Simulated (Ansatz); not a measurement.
Input and command of a plane-wave DFT calculation in Ansatz:

```yaml
crystal:
  lattice:
    - [-1.5187835868, 2.6306103381, 0.0]
    - [-4.5563507604, -2.6306103381, 0.0]
    - [1.5187835868, 0.8768701127, 5.7472312718]
  atoms:
    - { symbol: Cr, position: [0.5, 0.0, 0.5], spin: 2.78 }
    - { symbol: Cr, position: [0.0, 0.5, 0.5], spin: 2.78 }
    - { symbol: Cu, position: [0.5, 0.5, 0.0] }
    - { symbol: Cu, position: [0.0, 0.0, 0.0] }
    - { symbol: O, position: [0.5, 0.608826185, 0.326478555] }
    - { symbol: O, position: [0.0, 0.108826185, 0.326478555] }
    - { symbol: O, position: [0.5, 0.391173815, 0.673521445] }
    - { symbol: O, position: [0.0, 0.891173815, 0.673521445] }
basis:
  ecutwfc: 420
kpoints:
  mp_grid: { grid: [8, 4, 4] }
hamiltonian:
  xc: pbe
  hubbard:
    sites:
      - { species: Cr, l: d, u_eff: 3.7 }
      - { species: Cu, l: d, u_eff: 4.0 }
scf:
  occupations: { method: gaussian, width: 0.05 }
output:
  forces: true
  stress: true
  eigenvalues: true
  populations: true
magnetization:
  spin_polarized: true
```

```bash
ansatz run input.yaml --threads 1 --pin off --max-ram 2560MiB --backend cpu --events-out ev --progress --plain --runs-dir out
```

Processor: Arm Neoverse V1, 1 thread, on a host shared with other jobs.

How long does it run, and how much memory does it take?

About 96 s on 1 thread of Arm Neoverse V1, on a shared host, peak memory 0.78 GiB. It solves 58 bands at 50 k points (the mesh reduced by the symmetry that the task leaves, which can be less than the crystal's) with about 1795 plane waves, in 22 SCF iterations.
